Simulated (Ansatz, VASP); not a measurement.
## One calculation of WC, two programs

The input INCAR:

```
  ALGO = Normal
  EDIFF = 1E-6
  EDIFFG = -0.005
  ENCUT = 600
  GGA = PS
  IBRION = 2
  ISIF = 3
  ISMEAR = 0
  LASPH = T
  LCHARG = F
  LREAL = F
  LWAVE = F
  NELM = 100
  NSW = 70
  PREC = Accurate
  SIGMA = 0.1
```

The input KPOINTS:

```
k-points
0
Gamma
  18 18 14
```

POSCAR

```
WC
1.0
    2.9216789062      0.0000000000      0.0000000000
   -1.4608394531      2.5302481545      0.0000000000
    0.0000000000      0.0000000000      2.8470525963
W C
1 1
Direct
    0.0000000000      0.0000000000      0.0000000000
    0.6666666667      0.3333333333      0.5000000000
```

Input for Ansatz:

```yaml
crystal:
  lattice:
    - [2.9216789061, 0.0, 0.0]
    - [-1.460839453, 2.5302481544, 0.0]
    - [0.0, 0.0, 2.8470525964]
  atoms:
    - { symbol: W, position: [0.0, 0.0, 0.0] }
    - { symbol: C, position: [0.6666666667, 0.3333333333, 0.5] }
basis:
  ecutwfc: 420
kpoints:
  mp_grid: { grid: [18, 18, 14] }
hamiltonian:
  xc: pbesol
scf:
  occupations: { method: gaussian, width: 0.1 }
output:
  forces: true
  stress: true
  eigenvalues: true
relax:
  adjacent_minimum: "off"
  f_tol: 0.005
  max_steps: 50
  cell: { stress_tol: 0.05 }
```

Alike in both runs: task relaxation of cell and atoms; functional PBEsol; k mesh 18 × 18 × 14; occupations gaussian, width 0.1 eV; no spin polarisation.

|  | VASP | Ansatz |
| --- | --- | --- |
| version | VASP 6.6.1 | Ansatz 0.2.0 |
| potentials or method | VASP PAW PBE potentials, release 64 (W_sv, C) | scalar-relativistic, plane waves, PAW |
| plane-wave cutoff (eV) | 600 | 420 |
| valence electrons in the cell | 18 | 18 |

VASP gave:

```
gap on the k mesh at the Fermi level, each at its own relaxed structure (eV) : none
relaxed volume (Å³/atom)                                                     : 10.32
relaxed cell length with the largest relative difference (Å)                 : 2.831
energy change over the relaxation (meV/atom)                                 : -5
```

Estimate Ansatz's values.

gap on the k mesh at the Fermi level, each at its own relaxed structure (eV): none; relaxed volume (Å³/atom): 10.29; relaxed cell length with the largest relative difference (Å): 2.828; energy change over the relaxation (meV/atom): -7.

A gap of «none» marks a metal or a gap that the smearing closes.

Caveats: the PAW data sets were made with another functional, which shifts forces and pressure a little (VASP). The runs have no spin-orbit coupling, so splittings on W are missing.
